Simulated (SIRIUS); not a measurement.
Set up this calculation in SIRIUS 7.12.0, as the native input.

| Quantity | Value |
| --- | --- |
| Task | band structure |
| Functional | PBE |
| Potentials or basis | all-electron FP-LAPW (Koelling-Harmon valence) |
| Cutoff | 168 eV |
| Basis | apw+lo standard |
| k mesh | 11 × 11 × 3 |
| Occupations | fermi-dirac, width 0.05 eV |
| Spin | no spin polarisation |
| Muffin tin radii | Tc 2.51 bohr |
| Basis cutoff (gk_cutoff) | 3.51 1/bohr |
| Cutoff of density and potential (pw_cutoff) | 20 1/bohr |
| lmax of the basis | 10 |
| lmax of density and potential | 8 |
| Valence relativity | koelling_harmon |
| Core states | Tc 1s2s2p3s3p3d |
| Local orbitals (radial functions) | Tc 13 |
| Reference energy of the basis | 0.44 Ha |
| Smallest sphere radius times basis cutoff | 8.81 |
| Core relativity | dirac |
| Start of the SCF | LDA density |

The system is Tc.

```xyz
4
Lattice="2.7394 0.0000 0.0000 -1.3697 2.3724 0.0000 0.0000 0.0000 8.7697" Properties=species:S:1:pos:R:3 pbc="T T T"
Tc    1.3697    0.7908    6.5773
Tc    0.0000    0.0000    4.3848
Tc    0.0000    1.5816    2.1924
Tc    0.0000    0.0000    0.0000
```

These files were run (other wordings do the same):

sirius.json

```json
{
  "control": {
    "processing_unit": "cpu",
    "std_evp_solver_name": "lapack",
    "gen_evp_solver_name": "lapack",
    "verbosity": 2,
    "print_forces": true,
    "ortho_rf": true,
    "use_second_variation": true,
    "rmt_max": 3.0,
    "num_bands_to_print": 24,
    "save_wf": true
  },
  "parameters": {
    "electronic_structure_method": "full_potential_lapwlo",
    "xc_functionals": ["XC_GGA_X_PBE", "XC_GGA_C_PBE"],
    "core_relativity": "dirac",
    "valence_relativity": "koelling_harmon",
    "num_fv_states": 47,
    "smearing": "fermi_dirac",
    "smearing_width": 0.0018374661,
    "pw_cutoff": 20,
    "gk_cutoff": 3.51,
    "lmax_apw": 10,
    "lmax_rho": 8,
    "lmax_pot": 8,
    "num_mag_dims": 0,
    "auto_rmt": 0,
    "ngridk": [11, 11, 3],
    "shiftk": [0, 0, 0],
    "num_dft_iter": 80,
    "energy_tol": 1e-07,
    "density_tol": 1e-05,
    "use_symmetry": true
  },
  "settings": {"tol_ne": 1e-10},
  "iterative_solver": {"type": "exact"},
  "mixer": {"type": "anderson", "beta": 0.5, "max_history": 8},
  "unit_cell": {
    "lattice_vectors": [[5.1766312578, 0.0, 0.0], [-2.5883156288, 4.4830941753, 0.0], [0.0, 0.0, 16.572301791]],
    "atom_types": ["Tc"],
    "atom_files": {"Tc": "Tc.json"},
    "atoms": {
      "Tc": [[0.6666666667, 0.3333333333, 0.75], [0.0, 0.0, 0.5], [0.3333333333, 0.6666666667, 0.25], [0.0, 0.0, 0.0]]
    }
  }
}
```

Tc.json

```json
{
  "name": "technetium",
  "symbol": "Tc",
  "number": 43,
  "mass": 98.0,
  "rmin": 1e-06,
  "rmt": 2.51,
  "nrmt": 800,
  "rinf": 15.8,
  "core": "1s2s2p3s3p3d",
  "valence": [
    {"basis": [{"enu": 0.24, "dme": 0, "n": 0, "auto": 0}, {"enu": 0.24, "dme": 1, "n": 0, "auto": 0}]},
    {"l": 0, "n": 1, "basis": [{"enu": 0.34, "dme": 0, "n": 0, "auto": 0}]},
    {"l": 1, "n": 2, "basis": [{"enu": 0.34, "dme": 0, "n": 0, "auto": 0}]},
    {"l": 2, "n": 3, "basis": [{"enu": 0.34, "dme": 0, "n": 0, "auto": 0}]},
    {"l": 3, "n": 4, "basis": [{"enu": 0.34, "dme": 0, "n": 0, "auto": 0}]}
  ],
  "lo": [
    {"l": 0, "basis": [{"enu": 0.34, "dme": 0, "n": 0, "auto": 0}, {"enu": 0.34, "dme": 1, "n": 0, "auto": 0}]},
    {
      "l": 0,
      "basis": [{"enu": -2.1571, "dme": 0, "n": 4, "auto": 1}, {"enu": -2.1571, "dme": 1, "n": 4, "auto": 1}]
    },
    {
      "l": 0,
      "basis": [{"enu": -2.1571, "dme": 1, "n": 4, "auto": 1}, {"enu": 0.34, "dme": 0, "n": 0, "auto": 0}]
    },
    {"l": 0, "basis": [{"enu": 0.34, "dme": 0, "n": 0, "auto": 0}, {"enu": 2.8796, "dme": 0, "n": 0, "auto": 0}]},
    {"l": 1, "basis": [{"enu": 0.34, "dme": 0, "n": 0, "auto": 0}, {"enu": 0.34, "dme": 1, "n": 0, "auto": 0}]},
    {
      "l": 1,
      "basis": [{"enu": -1.1338, "dme": 0, "n": 4, "auto": 1}, {"enu": -1.1338, "dme": 1, "n": 4, "auto": 1}]
    },
    {
      "l": 1,
      "basis": [{"enu": -1.1338, "dme": 1, "n": 4, "auto": 1}, {"enu": 0.34, "dme": 0, "n": 0, "auto": 0}]
    },
    {"l": 1, "basis": [{"enu": 0.34, "dme": 0, "n": 0, "auto": 0}, {"enu": 3.2606, "dme": 0, "n": 0, "auto": 0}]},
    {"l": 2, "basis": [{"enu": 0.34, "dme": 0, "n": 0, "auto": 0}, {"enu": 0.34, "dme": 1, "n": 0, "auto": 0}]},
    {"l": 2, "basis": [{"enu": 0.34, "dme": 1, "n": 0, "auto": 0}, {"enu": 0.34, "dme": 2, "n": 0, "auto": 0}]},
    {"l": 2, "basis": [{"enu": 0.34, "dme": 0, "n": 0, "auto": 0}, {"enu": 2.8162, "dme": 0, "n": 0, "auto": 0}]},
    {"l": 3, "basis": [{"enu": 0.34, "dme": 0, "n": 0, "auto": 0}, {"enu": 0.34, "dme": 1, "n": 0, "auto": 0}]},
    {"l": 3, "basis": [{"enu": 0.34, "dme": 0, "n": 0, "auto": 0}, {"enu": 3.1019, "dme": 0, "n": 0, "auto": 0}]}
  ],
  "free_atom": [... radial grid and density of the free atom, the start of the SCF ...]
}
```

sirius_start.json

```json
{
  "control": {
    "processing_unit": "cpu",
    "std_evp_solver_name": "lapack",
    "gen_evp_solver_name": "lapack",
    "verbosity": 1,
    "print_forces": false,
    "ortho_rf": true,
    "use_second_variation": true,
    "rmt_max": 3.0,
    "num_bands_to_print": 24,
    "save_wf": false
  },
  "parameters": {
    "electronic_structure_method": "full_potential_lapwlo",
    "xc_functionals": ["XC_LDA_X", "XC_LDA_C_PW"],
    "core_relativity": "dirac",
    "valence_relativity": "koelling_harmon",
    "num_fv_states": 47,
    "smearing": "fermi_dirac",
    "smearing_width": 0.0055123983,
    "pw_cutoff": 20,
    "gk_cutoff": 2.8,
    "lmax_apw": 10,
    "lmax_rho": 8,
    "lmax_pot": 8,
    "num_mag_dims": 0,
    "auto_rmt": 0,
    "ngridk": [4, 4, 1],
    "shiftk": [0, 0, 0],
    "num_dft_iter": 30,
    "energy_tol": 0.01,
    "density_tol": 0.05,
    "use_symmetry": true
  },
  "settings": {"tol_ne": 1e-10},
  "iterative_solver": {"type": "exact"},
  "mixer": {"type": "anderson", "beta": 0.5, "max_history": 8},
  "unit_cell": {
    "lattice_vectors": [[5.1766312578, 0.0, 0.0], [-2.5883156288, 4.4830941753, 0.0], [0.0, 0.0, 16.572301791]],
    "atom_types": ["Tc"],
    "atom_files": {"Tc": "Tc.json"},
    "atoms": {
      "Tc": [[0.6666666667, 0.3333333333, 0.75], [0.0, 0.0, 0.5], [0.3333333333, 0.6666666667, 0.25], [0.0, 0.0, 0.0]]
    }
  }
}
```

sirius_bands.json

```json
{
  "control": {
    "processing_unit": "cpu",
    "std_evp_solver_name": "lapack",
    "gen_evp_solver_name": "lapack",
    "verbosity": 2,
    "print_forces": true,
    "ortho_rf": true,
    "use_second_variation": true,
    "rmt_max": 3.0,
    "num_bands_to_print": 24,
    "save_wf": true
  },
  "parameters": {
    "electronic_structure_method": "full_potential_lapwlo",
    "xc_functionals": ["XC_GGA_X_PBE", "XC_GGA_C_PBE"],
    "core_relativity": "dirac",
    "valence_relativity": "koelling_harmon",
    "num_fv_states": 47,
    "smearing": "fermi_dirac",
    "smearing_width": 0.0018374661,
    "pw_cutoff": 20,
    "gk_cutoff": 3.51,
    "lmax_apw": 10,
    "lmax_rho": 8,
    "lmax_pot": 8,
    "num_mag_dims": 0,
    "auto_rmt": 0,
    "ngridk": [11, 11, 3],
    "shiftk": [0, 0, 0],
    "num_dft_iter": 80,
    "energy_tol": 1e-07,
    "density_tol": 1e-05,
    "use_symmetry": true
  },
  "settings": {"tol_ne": 1e-10},
  "iterative_solver": {"type": "exact"},
  "mixer": {"type": "anderson", "beta": 0.5, "max_history": 8},
  "unit_cell": {
    "lattice_vectors": [[5.1766312578, 0.0, 0.0], [-2.5883156288, 4.4830941753, 0.0], [0.0, 0.0, 16.572301791]],
    "atom_types": ["Tc"],
    "atom_files": {"Tc": "Tc.json"},
    "atoms": {
      "Tc": [[0.6666666667, 0.3333333333, 0.75], [0.0, 0.0, 0.5], [0.3333333333, 0.6666666667, 0.25], [0.0, 0.0, 0.0]]
    }
  },
  "kpoints_rel": {
    "G": [0.0, 0.0, 0.0],
    "A": [0.0, 0.0, 0.5],
    "H": [0.3333333333, 0.3333333333, 0.5],
    "K": [0.3333333333, 0.3333333333, 0.0],
    "L": [0.5, 0.0, 0.5],
    "M": [0.5, 0.0, 0.0]
  },
  "kpoints_path": ["G", "M", "K", "G", "A", "L", "H", "A"]
}
```

Potentials or basis: all-electron FP-LAPW (Koelling-Harmon valence), apw+lo standard.

Command:

```sh
$ OMP_NUM_THREADS=1 sirius.scf --input=sirius_start.json --output=start.json
$ OMP_NUM_THREADS=1 sirius.scf --input=sirius.json --output=output.json --task=1
$ OMP_NUM_THREADS=1 sirius.scf --input=sirius_bands.json --output=bands_out.json --task=2
```

Results of the run:

```
Band gap along the path                           : none (metal or under the smearing width)
All electrons inside the program's atomic spheres : Tc 41.67, 41.68 (radii Tc 2.51 bohr)
```

Wall time 4.2 min on 1 thread of Arm Neoverse N1, on a shared host, peak memory 0.58 GiB.
